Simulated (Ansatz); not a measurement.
Migration of H in C

Computed with DFT PBE, scalar-relativistic, plane waves, PAW (Ansatz 0.2.0). Run with 420 eV cutoff, 4×4×4 k-mesh, Gaussian smearing of 0.10 eV, no spin polarisation.

Host crystal, relaxed:

```
C
1.0
     1.23326    0.71202    8.57567
    -1.23326    0.71202    8.57567
     0.00000   -1.42404    8.57567
C
4
Direct
  0.91756 0.91756 0.91756
  0.25089 0.25089 0.25089
  0.74911 0.74911 0.74911
  0.08244 0.08244 0.08244
```

In a supercell of 28 host sites, interstitial H hops to an equivalent place, moving 2.02 Å between the relaxed ends. Climbing-image nudged elastic band at fixed cell with images 0 (start) to 6 (end), the path measured over all atoms, converged to 0.05 eV/Å; the order of the saddle wasn't checked, and the small cell leaves errors of about a tenth of an eV. Zero-point motion and tunnelling, which matter for H, are left out.

Supercell rows in host cell vectors: -3 1 2; -1 -2 3; -1 0 2. H was set at (0.500, 0.500, 0.500) of the host cell.

At the relaxed start H has 1 C at 1.13 Å.

(1) What barrier does the band give, and what surrounds the atom at the top?

Answers

(1) 0.78 eV at image 3, where H has 2 C at 1.49 Å, 3 C at 2.21 Å, 3 C at 2.22 Å.

Cost: 1 run of about 100 core-minutes, on AMD EPYC 7R13 Processor (Zen 3) (shared hosts).